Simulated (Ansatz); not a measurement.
Computed properties of SnTe (rocksalt)

From the experimental literature:
- lattice constant a: 0.6321 ± 0.0001 nm (cubic lattice parameter; powder X-ray diffraction; measurement temperature not stated; SnTe is normally Sn-deficient (p-type); “Superconducting properties of the In substituted Topological Crystalline Insulator, SnTe”, 2013, arxiv:1304.4869)

The calculated numbers come from Ansatz 0.2.0. Non-magnetic throughout.

Structure: SnTe built on the rocksalt prototype, at its r2SCAN minimum. The symmetry is Fm-3m (No. 225, cubic); a = 6.379 Å in the conventional setting, 32.44 Å³ an atom. Around Sn lie 6 Te at 3.19 Å; around Te lie 6 Sn at 3.19 Å.

```
Sn Te
1.0
     0.00000    3.18933    3.18933
     3.18933    0.00000    3.18933
     3.18933    3.18933    0.00000
Sn Te
1 1
Direct
  0.00000 0.00000 0.00000
  0.50000 0.50000 0.50000
```

Relaxed lattice by functional, symmetry kept:

| functional | k mesh | a (Å) | volume (Å³/atom) |
| --- | --- | --- | --- |
| PBE | 6×6×6 | 6.411 | 32.93 |
| r2SCAN | 6×6×6 | 6.379 | 32.44 |

On this one geometry the levels give:
```json
{"level": "PBE", "k mesh": "8×8×8", "gap (eV)": "0.01", "kind": "direct", "edges": "L", "least direct gap (eV)": "0.01"}
{"level": "PBE+SOC", "k mesh": "8×8×8", "gap (eV)": "0.15", "kind": "direct", "edges": "L", "least direct gap (eV)": "0.15"}
{"level": "r2SCAN", "k mesh": "8×8×8", "gap (eV)": "0.15", "kind": "direct", "edges": "L", "least direct gap (eV)": "0.15"}
{"level": "HSE06", "k mesh": "6×6×6", "gap (eV)": "0.25", "kind": "direct", "edges": "L", "least direct gap (eV)": "0.25"}
```
All runs use a smearing of 0.02 eV.
Wave cutoffs: 420 eV, 500 eV (r2SCAN).

The HSE06 gap is direct at L: 0.25 eV. Spin-orbit coupling changes the PBE gap by +0.14 eV, to 0.15 eV; at Γ the threefold valence level splits into a fourfold and a twofold level 0.83 eV apart, the fourfold one on top. With so small a gap spin-orbit coupling can invert the bands, which the size of the gap doesn't show: the edges may have crossed and parted again.

All these functionals give a gap of the same kind, direct.

Set against measured values:
- Lattice constant a, measured 6.321 Å: PBE 6.411 (+1.4 %), r2SCAN 6.379 (+0.9 %).
The calculated lattice is static; the measured one holds thermal expansion and zero-point motion. Reports marked as nanostructured, strained, doped, implanted or mixed samples, and transport gaps, were set aside.

Only the levels marked +SOC include spin-orbit coupling.

Gaps or overlaps of about a tenth of an eV are at the limit of these meshes: between the points read a gap can be smaller or closed.
